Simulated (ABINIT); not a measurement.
Here is an ABINIT 10.8.3 (patched build) calculation.

Contents of run.abi:

```
# Pseudopotentials
pp_dirpath "./"
pseudos "Hf.GGA_PBE-JTH.xml, C.GGA_PBE-JTH.xml"

# Structure
acell 3*1.0 Angstrom
rprim
     0.0000000000     2.3250000000     2.3250000000
     2.3250000000     0.0000000000     2.3250000000
     2.3250000000     2.3250000000     0.0000000000
ntypat 2
znucl 72 6
natom 2
typat 1 2
xred
     0.5000000000     0.5000000000     0.5000000000
     0.0000000000     0.0000000000     0.0000000000

# Plane-wave basis
ecut 20.0
pawecutdg 40.0

# k points
kptopt 1
ngkpt 8 8 8
nshiftk 1
shiftk 0.0 0.0 0.0

# Exchange and correlation
ixc 11

# Bands and occupations
nband 12
occopt 3
tsmear 0.05 eV

# SCF cycle
nstep 100
tolvrs 1.0e-9

# Output
iomode 3
prtwf 0
prteig 0
prtebands 0
enunit 2
prtden 1
prtvha 1
prtvclmb 1
prtpot 1
```

Potentials or basis: JTH PAW PBE v2.0.

Run with:

```sh
$ abinit run.abi > log 2>&1
```

Task: What does it give for the pressure?

Result: -0.1 GPa.

Task: Predict the band gap on the k mesh.

Result: None (metal or under the smearing width).

The run has no spin-orbit coupling, so splittings on Hf are missing.
